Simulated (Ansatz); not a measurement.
# 1T-MnSTe monolayer in a perpendicular field

Aim: how the 1T-MnSTe monolayer screens a field along its normal, and what the field does to its bands. A positive field points along +c.

Program: Ansatz 0.2.0. Level of theory: plane-wave DFT, PBE-D3(BJ), Ansatz PAW. Results are calculated unless marked as measured.

## (1) The starting structure

The cell holds 3 atoms: 1 Te, 1 Mn and 1 S. Its edges and angles: a = 3.555 Å, b = 3.555 Å, c = 36.561 Å, α = 90.0°, β = 90.0°, γ = 120.0°. Vacuum lies along c.

## (2) Relaxation

The starting cell is a guess, so the in-plane lattice and the atoms are relaxed first, with the slab cut off from its images along the normal.

File input.yaml:

```yaml
crystal:
  lattice:
    - [3.555203, 0.0, 0.0]
    - [-1.7776015, 3.0788961136, 0.0]
    - [0.0, 0.0, 36.56115002]
  atoms:
    - { symbol: Te, position: [0.6666666667, 0.3333333333, 0.4622392893] }
    - { symbol: Mn, position: [0.0, 0.0, 0.5081265313], spin: 4.0 }
    - { symbol: S, position: [0.3333333333, 0.6666666667, 0.5377607107] }
  periodic: [true, true, false]
magnetization:
  spin_polarized: true
kpoints:
  mp_grid: { grid: [12, 12, 1] }
hamiltonian:
  xc: pbe
  dispersion: d3bj
scf:
  occupations: { method: fermi_dirac, width: 0.05 }
  convergence: { dr2_threshold: 1.0e-09 }
relax:
  f_tol: 0.004
  max_steps: 90
  cell: {}
output:
  write_potential: true
  write_density: true
  volumetric_format: npy
```

Run with:

```
> ansatz run input.yaml --threads 2 --pin off --max-ram 3072MiB --backend cpu --events-out ev --progress --plain --runs-dir out
```

Numbers of over 12 decimals in the logs are rounded to 6 here.

Output:

```text
Warning: relax.cell: scf.convergence.dr2_threshold = 1e-9 eV is looser than the 1.84222056615e-10 eV advised for a relaxation that steers and ends on the stress (1e-10 eV for each atom of the cell: 3, times the square of relax.cell.stress_2d_tol = 0.05 N/m over 12.8 Å (the atoms' height at the walk's start and 5 Å past either face), 3.918e-2 GPa, over a crystal's default 0.05). What an SCF threshold leaves in a stress goes as its square root, and in the free energy as the threshold itself, and one threshold admits the most on a small cell: [figures from the program's tests cut] Set scf.convergence.dr2_threshold to 1.84222056615e-10 eV or tighter. [rest of the remark cut]
Engine: ansatz 0.2.0, x86_64-unknown-linux-gnu
Pseudopotentials: kind: paw
Pseudopotential: Te, paw, valence charge 16, recommended cutoff 420 eV (normal), Te.paw.azcp
Pseudopotential: Mn, paw, valence charge 15, recommended cutoff 420 eV (normal), Mn.paw.azcp
Pseudopotential: S, paw, valence charge 6, recommended cutoff 420 eV (normal), S.paw.azcp
Functional definition: PBE
  parameter kappa = 0.804
  parameter beta = 0.066725
  exchange = pbe_x(kappa = kappa, mu = beta*pi^2/3)
  correlation = pbe_c(beta = beta)
Crystal: 3 atoms, lattice volume = 400.202 Å³
Basis set: ecut = 420 eV, 7725 PW (Γ), exchange–correlation on 48×48×500 points (8 copies of the dense FFT grid, shifted against one another)
Bands: 25, of which v1, the nominal top of the filled ones, is band 19 counted from 1 (18 counted from 0)
Symmetry: 6 space group operations
Space group: P3m1 (ITA 156), of the structure as read, at distance tolerance 7.4e-5 Å
Magnetic group: BNS 156.49 (UNI 1279), of the structure as read, at distance tolerance 7.4e-5 Å
k-points: 19 of 144 (time reversal used)
Non-local potential: Te, projectors of the file, l = 0: 2, l = 1: 2, l = 2: 2, l = 3: 2
Non-local potential: Mn, projectors of the file, l = 0: 3, l = 1: 2, l = 2: 3, l = 3: 1
Non-local potential: S, projectors of the file, l = 0: 2, l = 1: 2, l = 2: 2
PAW form: soft (Blöchl's): semilocal exchange-correlation on the pseudo side does not see the compensation charge
PAW one-centre angular grid: Te, 590 points (default); XC on 64 Gauss nodes
PAW one-centre angular grid: Mn, 590 points (default); XC on 64 Gauss nodes
PAW one-centre angular grid: S, 110 points (default); XC on 64 Gauss nodes
Initial density: superposition of atomic densities (neutral atoms: chi_scale 0, normalization atom)
Starting moments: Σ|m| = 4 μB on 1 of 3 sites
Initial wavefunctions: pseudopotential atomic-orbital guess
Functional: x = pbe(κ = 0.804, μ = 0.219515), c = pbe(β = 0.066725)
SCF iter   1: F=—  HF=-11782.561304 eV  |F-HF|=—  |Δ(HF+E_count)|=         —  Δρ=1.24e-2 (↑1.24e-2 ↓8.49e-3)  dr2=3.19e0  dr2_m=1.98e-1  M=3.205 μB ∫|m|=3.943 μB  β_m=0.30  ethr=3.10e-3  ⟨swp⟩=18.2  Hψ=8412  notcnv=0
Mixer restart at iter 1: flushing history
preconditioner: auto → LDOS  [metal: Δε(μ)=0.097 eV  Ē_g=8.947 eV  σ=0.050 eV  W_gap=0.40  n_scr=20 (ndim 8)  ℏωp=8.1 eV  f_vac=0.806  D(μ)=0.77/eV (n_scr^D=6)]
spin=Collinear: LDOS preconditioning applied to the charge; magnetization (m = ρ↑ − ρ↓) channel mixes plain (no charge-response kernel on spin).
SCF iter   2: F=—  HF=-11782.313136 eV  |F-HF|=—  |Δ(HF+E_count)|=   2.48e-1  Δρ=8.31e-3 (↑8.31e-3 ↓6.06e-3)  dr2=4.63e-1  dr2_m=1.27e-1  M=3.139 μB ∫|m|=3.867 μB  β_m=0.45  ethr=3.10e-3  ⟨swp⟩=3.6  Hψ=1628  notcnv=0  defer=57
SCF iter   3: F=—  HF=-11782.509832 eV  |F-HF|=—  |Δ(HF+E_count)|=   1.97e-1  Δρ=4.10e-3 (↑3.55e-3 ↓4.10e-3)  dr2=1.86e-2  dr2_m=4.84e-2  M=3.080 μB ∫|m|=3.729 μB  β_m=0.71  ethr=1.25e-3  ⟨swp⟩=4.1  Hψ=1911  notcnv=0  defer=58
SCF iter   4: F=—  HF=-11782.680597 eV  |F-HF|=—  |Δ(HF+E_count)|=         —  Δρ=5.50e-3 (↑5.50e-3 ↓4.17e-3)  dr2=1.48e-2  dr2_m=8.44e-2  M=3.014 μB ∫|m|=3.442 μB  β_m=0.71  ethr=5.03e-5  ⟨swp⟩=4.7  Hψ=2756  notcnv=0  defer=36
SCF iter   5: F=—  HF=-11782.679889 eV  |F-HF|=—  |Δ(HF+E_count)|=   7.07e-4  Δρ=1.36e-3 (↑1.36e-3 ↓1.33e-3)  dr2=1.14e-2  dr2_m=6.16e-3  M=3.003 μB ∫|m|=3.368 μB  β_m=0.81  ethr=4.01e-5  ⟨swp⟩=3.6  Hψ=2236  notcnv=0  defer=35
SCF iter   6: F=—  HF=-11782.679190 eV  |F-HF|=—  |Δ(HF+E_count)|=   6.99e-4  Δρ=4.58e-4 (↑4.58e-4 ↓1.76e-4)  dr2=1.45e-3  dr2_m=2.03e-4  M=3.000 μB ∫|m|=3.336 μB  β_m=0.79  ethr=3.07e-5  ⟨swp⟩=3.2  Hψ=1669  notcnv=0  defer=35
SCF iter   7: F=—  HF=-11782.679378 eV  |F-HF|=—  |Δ(HF+E_count)|=   1.87e-4  Δρ=1.31e-4 (↑1.31e-4 ↓9.75e-5)  dr2=1.30e-4  dr2_m=7.99e-6  M=3.000 μB ∫|m|=3.334 μB  β_m=0.70  ethr=3.91e-6  ⟨swp⟩=3.1  Hψ=2117  notcnv=0  defer=32
SCF iter   8: F=—  HF=-11782.679362 eV  |F-HF|=—  |Δ(HF+E_count)|=   1.52e-5  Δρ=3.85e-5 (↑3.85e-5 ↓2.55e-5)  dr2=3.75e-6  dr2_m=2.42e-6  M=3.001 μB ∫|m|=3.333 μB  β_m=0.85  ethr=3.50e-7  ⟨swp⟩=3.7  Hψ=2024  notcnv=0  defer=30
SCF iter   9: F=—  HF=-11782.679379 eV  |F-HF|=—  |Δ(HF+E_count)|=   1.67e-5  Δρ=7.23e-6 (↑6.95e-6 ↓7.23e-6)  dr2=4.29e-7  dr2_m=7.68e-8  M=3.001 μB ∫|m|=3.333 μB  β_m=0.86  ethr=1.01e-8  ⟨swp⟩=3.8  Hψ=2158  notcnv=0  defer=30
SCF iter  10: F=—  HF=-11782.679380 eV  |F-HF|=—  |Δ(HF+E_count)|=   8.62e-7  Δρ=2.97e-6 (↑2.86e-6 ↓2.97e-6)  dr2=3.94e-8  dr2_m=2.53e-8  M=3.001 μB ∫|m|=3.333 μB  β_m=0.82  ethr=1.16e-9  ⟨swp⟩=3.1  Hψ=1935  notcnv=0  defer=30
SCF iter  11: F=—  HF=-11782.679380 eV  |F-HF|=—  |Δ(HF+E_count)|=   3.00e-8  Δρ=6.21e-7 (↑6.13e-7 ↓6.21e-7)  dr2=9.35e-9  dr2_m=5.59e-10  M=3.001 μB ∫|m|=3.333 μB  β_m=0.73  ethr=1.06e-10  ⟨swp⟩=3.3  Hψ=1932  notcnv=0  defer=30
SCF iter  12: F=-11782.679380 eV  HF=-11782.679380 eV  |F-HF|=1.50e-9  |Δ(HF+E_count)|=   1.82e-9  Δρ=2.62e-7 (↑2.62e-7 ↓2.00e-7)  dr2=3.49e-10  dr2_m=1.27e-10  M=3.001 μB ∫|m|=3.333 μB  ethr=2.70e-12  ⟨swp⟩=9.2  Hψ=7161  notcnv=0
WARN: dispersion: an atom stands within reach of a switch of its C6 between two reference coordination numbers of its element: through that C6 alone, e_disp changes by 0.025 eV or more while the distances to its neighbours run over a stretch of 0.05 Å that contains this geometry (sites counted from 0 in the run's list of atoms or, in a supercell that it derives, in that cell's: here a list of 3) — site 1 (Mn): coordination number 5.946 (about 5.78 to 6.11 with every neighbour 0.05 Å farther or nearer), switch near 5.763 between the references 9.885 (weight 1.00) and 1.641 (weight 0.00), e_disp changing by some 0.04 eV. [rest of the remark cut]
SCF 1 converged in 12 iterations: F = -11782.679380 eV  dr2 = 3.49e-10
[...]
relax step   5: F+E_penalty+E_count = -11782.71516570 eV  Δ(F+E_penalty+E_count) = -6.043e-4 eV  max|allowed force component| = 3.360e-2 eV/Å  Δτ_max = 0.0059 Å  P = -0.045 N/m  Ω = 383.327 Å³  energy of the carried Pulay correction = +5.039e-4 eV  fix = [c, alpha, beta]  reactions: c -0.000 N/m  (9 SCF iters, accepted)
[...]
relax step   6: F+E_penalty+E_count = -11782.71525359 eV  Δ(F+E_penalty+E_count) = -8.789e-5 eV  max|allowed force component| = 1.620e-3 eV/Å  Δτ_max = 0.0021 Å  P = -0.002 N/m  Ω = 382.751 Å³  energy of the carried Pulay correction = +5.214e-4 eV  fix = [c, alpha, beta]  reactions: c -0.000 N/m  (7 SCF iters, accepted)
Initial wavefunctions: pseudopotential atomic-orbital guess (no wavefunctions were taken with the density)
iter 1 solved again at ethr=1.11e-6 eV; its pass at ethr=3.10e-3 eV (dr2=4.12e-4 eV) is discarded
SCF iter   1: F=—  HF=-11782.714748 eV  |F-HF|=—  |Δ(HF+E_count)|=         —  Δρ=1.58e-5 (↑1.03e-5 ↓1.58e-5)  dr2=1.50e-6  dr2_m=1.25e-7  M=2.922 μB ∫|m|=3.244 μB  β_m=0.65  ethr=1.11e-6  ⟨swp⟩=4.8  Hψ=11588  notcnv=0
eigensolver tolerance schedule: the retry pair's looser diagonalisation over-reported the residual by 273.02 of it (diagonalisation noise at 0.11 of the residual, at the tolerance the schedule requests for it); recorded, not acted on — ethr = c·dr2/N_el stays at c = 1.0e-1
preconditioner: auto → LDOS  [metal: Δε(μ)=0.071 eV  Ē_g=8.281 eV  σ=0.050 eV  W_gap=0.32  n_scr=16 (ndim 8)  ℏωp=8.3 eV  f_vac=0.806  D(μ)=1.14/eV (n_scr^D=8)]
spin=Collinear: LDOS preconditioning applied to the charge; magnetization (m = ρ↑ − ρ↓) channel mixes plain (no charge-response kernel on spin).
SCF iter   2: F=—  HF=-11782.714728 eV  |F-HF|=—  |Δ(HF+E_count)|=   2.06e-5  Δρ=1.20e-5 (↑1.20e-5 ↓5.16e-6)  dr2=6.52e-7  dr2_m=1.16e-7  M=2.922 μB ∫|m|=3.243 μB  β_m=0.57  ethr=4.06e-9  ⟨swp⟩=3.9  Hψ=2262  notcnv=0
SCF iter   3: F=—  HF=-11782.714727 eV  |F-HF|=—  |Δ(HF+E_count)|=   8.71e-8  Δρ=2.92e-6 (↑2.92e-6 ↓2.54e-6)  dr2=7.14e-8  dr2_m=1.77e-8  M=2.922 μB ∫|m|=3.243 μB  β_m=0.60  ethr=1.76e-9  ⟨swp⟩=3.2  Hψ=1680  notcnv=0
SCF iter   4: F=—  HF=-11782.714728 eV  |F-HF|=—  |Δ(HF+E_count)|=   1.42e-7  Δρ=1.85e-6 (↑1.85e-6 ↓1.13e-6)  dr2=1.72e-8  dr2_m=6.70e-9  M=2.922 μB ∫|m|=3.243 μB  β_m=0.60  ethr=1.93e-10  ⟨swp⟩=3.3  Hψ=1896  notcnv=0
SCF iter   5: F=—  HF=-11782.714728 eV  |F-HF|=—  |Δ(HF+E_count)|=   5.50e-8  Δρ=5.45e-7 (↑5.45e-7 ↓3.69e-7)  dr2=5.54e-10  dr2_m=6.95e-10  M=2.922 μB ∫|m|=3.243 μB  β_m=0.67  ethr=4.65e-11  ⟨swp⟩=2.5  Hψ=1511  notcnv=0
SCF iter   6: F=—  HF=-11782.714728 eV  |F-HF|=—  |Δ(HF+E_count)|=   1.28e-8  Δρ=2.22e-7 (↑2.05e-7 ↓2.22e-7)  dr2=1.17e-9  dr2_m=4.72e-12  M=2.922 μB ∫|m|=3.243 μB  β_m=0.56  ethr=1.50e-12  ⟨swp⟩=3.3  Hψ=2090  notcnv=0
iter 7 met the thresholds in force, and the SCF goes on: an eigenvalue changes by 1.61 meV, over its tolerance of 0.05 meV (output.eigenvalues, Limitations)
SCF iter   7: F=-11782.714728 eV  HF=-11782.714728 eV  |F-HF|=4.29e-10  |Δ(HF+E_count)|=  1.11e-10  Δρ=5.59e-8 (↑2.31e-8 ↓5.59e-8)  dr2=3.63e-11  dr2_m=1.86e-12  M=2.922 μB ∫|m|=3.243 μB  β_m=0.75  ethr=1.50e-12  ⟨swp⟩=12.2  Hψ=6691  notcnv=0
SCF iter   8: F=-11782.714728 eV  HF=-11782.714728 eV  |F-HF|=5.46e-11  |Δ(HF+E_count)|=  4.58e-10  Δρ=2.03e-8 (↑2.03e-8 ↓1.00e-8)  dr2=5.23e-12  dr2_m=1.30e-13  M=2.922 μB ∫|m|=3.243 μB  ethr=1.00e-12  ⟨swp⟩=7.4  Hψ=5037  notcnv=0
SCF 7 converged in 8 iterations: F = -11782.714728 eV  dr2 = 5.23e-12
relax step   7: F+E_penalty+E_count = -11782.71472766 eV  Δ(F+E_penalty+E_count) = +5.259e-4 eV  max|allowed force component| = 1.589e-3 eV/Å  Δτ_max = 0.0000 Å  P = -0.002 N/m  Ω = 382.751 Å³  fix = [c, alpha, beta]  reactions: c -0.000 N/m  stress off target by 1.99e-3 N/m on what of the cell is left free  SCF on the basis re-selected at this cell (its energy is not comparable with the rows above)  (8 SCF iters)
basis re-selected at this cell: Δ(F+E_penalty+E_count) = +5.259e-4 eV, ΔP = +0.000 N/m vs the last step (what re-selecting the basis moved, of the pressure what is left beyond the Pulay correction that the steps carried, after the strain that the cell walked since its last selection, with what the two solves' SCF thresholds leave and, on support functions, any second-order correction that the steps lacked; it is no m [...]
WARN: The output density's exchange-correlation potential varies sharply where the density is thin. Do not read a vacuum level from v_tot or v_xc, or from such a field of the output density. On a cell that repeats whose density bears no net charge and no dipole along the vacuum's axis use v_es (v_loc + v_h of the components); under efield.dipole_correction with no amplitude use v_es + v_field, which holds any externa [...]
SCF converged after 8 iterations
an eigenvalue changed by more than its tolerance at an iteration that met the thresholds in force, so the SCF went on 1 time: the last check found none over its tolerance
Magnetization: 2.9218 μB (19.9609 up, 17.0391 down)
Absolute magnetization: 3.2442 μB (∫|ρ↑−ρ↓|, with the PAW one-centre terms)
Spin contamination: 0.1371 ħ² per cell (⟨S²⟩ above its minimum at these occupations)
Per-site moments (μB) at R_I (Å): [(-0.060936, 1.103230), (2.729658, 0.957201), (0.00062568, 0.957201)]
Free energy (F): -11782.714728 eV
Harris-Foulkes:  -11782.714728 eV  (|F-HF|=5.46e-11)
Internal energy: -11782.704448 eV  (E = F + TS)
E sigma→0 (E₀):  -11782.709588 eV
Entropy (-TS):   -0.010280 eV (-3.427 meV/atom)
Fermi energy:    -4.852220 eV
--- Per-component energies (eV) ---
  E_band       = -1098.311937
  E_kinetic    = 590.936096
  E_local      = -95043.396007  (includes V_loc(G=0)·N_el)
  E_nonlocal   = -38.106652
  E_hartree    = 47206.767341
  E_xc         = -334.651147
  E_vxc        = -336.482047  (∫ρ·V_xc dr)
  E_paw        = -6563.702944  (= ΣΔE_a)
  E_vpaw       = -684.798120  (= ΣTr[D̂ρ^β])
  E_aug_tail   = -0.000176  (compensation charges beyond the density's cutoff)
  E_ewald      = 42400.213233
  E_disp       = -0.764192  (pairwise vdW)
  E_smearing   = -0.010280  (= −TS)
  E_closure    = -0.000000  (closes the sum)
  Σ components = -11782.714728   (vs F -11782.714728, Δ=0.00e0)
--- Forces (eV/Å), atoms counted from 1 ---
  atom   1  Te     0.00000000     0.00000000    -0.00158931
  atom   2  Mn     0.00000000    -0.00000000     0.00143122
  atom   3  S      0.00000000    -0.00000000     0.00015851
  max |Σ_I F_I| component: 4.15e-7 eV/Å
--- 2D stress c σ (N/m, compression-positive) ---
       -0.001990      -0.000000       0.000000
       -0.000000      -0.001990       0.000000
        0.000000       0.000000      -0.000000
  P = ½ c Tr σ = -0.0020 N/m
--- Band table (eV; the first three rows and the last of 38) ---
  k-point 0 ↑: bands = [... 15 lower, -7.5324, -7.5324, -5.8794, -4.3728, -4.3728, -2.4360, -2.4360, -1.2639, ... 2 higher]
  k-point 1 ↑: bands = [... 15 lower, -7.5663, -7.5169, -5.9114, -4.6850, -4.4600, -3.0728, -2.5811, -1.1340, ... 2 higher]
  k-point 2 ↑: bands = [... 15 lower, -7.6408, -7.4597, -6.1384, -5.2367, -4.7337, -4.1165, -2.8710, -0.7818, ... 2 higher]
  k-point 18 ↓: bands = [... 15 lower, -7.4217, -7.2945, -4.1985, -4.1620, -4.1582, -3.3558, -2.5552, 0.1059, ... 2 higher]
  the weakly bound empty levels are not read free of the cell's end (no_gap_told)
--- Relaxed structure (6 steps of the walk, 6 accepted, 1 SCFs on fresh bases) ---
  F+E_penalty+E_count = -11782.71472766 eV   max|allowed force component| = 1.589e-3 eV/Å   (the final SCF, on the basis selected at the relaxed cell)
  cell:  # Å, volume = 382.7512 Å³
    - [3.476827, 0.0, 0]
    - [-1.738413, 3.011020, 0]
    - [0, 0, 36.56115002]
  atoms:
    - { symbol: Te, position: [0.666667, 0.333333, 0.459869] }
    - { symbol: Mn, position: [0, 0, 0.508208] }
    - { symbol: S, position: [0.333333, 0.666667, 0.540049] }
```

Run time: 77 s. Hardware: 2 threads of Intel Xeon 6975P-C (Granite Rapids), shared host; peak memory 0.85 GiB; 2.5 min of CPU time.

Step by step:

| step | energy less that of the first step (eV) | largest force component (eV/Å) | volume (Å³) |
| --- | --- | --- | --- |
| 1 | 0.0000 | 0.4072 | 400.20 |
| 2 | -0.0229 | 0.3225 | 391.06 |
| 3 | -0.0331 | 0.0613 | 389.23 |
| 4 | -0.0352 | 0.0538 | 385.63 |
| 5 | -0.0358 | 0.0336 | 383.33 |
| 6 | -0.0359 | 0.0016 | 382.75 |
| 7* | -0.0353 | 0.0016 | 382.75 |

Relaxation steps marked * repeat the geometry before them on a plane-wave basis chosen anew for their cell, so energy and pressure can jump there.

The run keeps the 6 symmetry operations that it works with, so distortions that break them were not tested.

| cell as run | before | after | change |
| --- | --- | --- | --- |
| a (Å) | 3.555 | 3.477 | -2.2 % |
| b (Å) | 3.555 | 3.477 | -2.2 % |

The atoms that moved most (Å, along periodic axes as changes of fractional coordinates times the final cell, across vacuum about the mean position):

| atom | dx | dy | dz | length |
| --- | --- | --- | --- | --- |
| Te1 | 0.000 | 0.000 | -0.087 | 0.087 |
| S3 | 0.000 | 0.000 | 0.084 | 0.084 |

Final coordinates:

```
Te Mn S
1.0
     3.47683    0.00000    0.00000
    -1.73841    3.01102    0.00000
     0.00000    0.00000   36.56115
Te Mn S
1 1 1
Direct
  0.66667 0.33333 0.45987
  0.00000 0.00000 0.50821
  0.33333 0.66667 0.54005
```

This step gave:

- energy at zero smearing: -11782.7096 eV
- total moment: 2.922 μB
- site moments: -0.06094, 2.730, 6.26e-4 μB

Site moment by atom:

| atom | site moment (μB) |
| --- | --- |
| Te1 | -0.06 |
| Mn2 | 2.73 |
| S3 | 0.00 |

The lattice constant a goes from 3.555 to 3.477 Å.

(Part 1 of 2 ends here.)

[Logs are printed without paths, hosts, clocks, repeated set-up lines and the standing remarks that a program may print on its own settings, such as how far it seeks lower states.]

[Hosts, paths, dates, database ids (printed as entryN), source tags and the programs' standing remarks are cut or masked in the printed files.]

[Maps of the electrostatic potential energy from Ansatz leave out the sawtooth potential of an applied field or a dipole correction, so their vacuum need not be flat; planar profiles and work functions include it.]
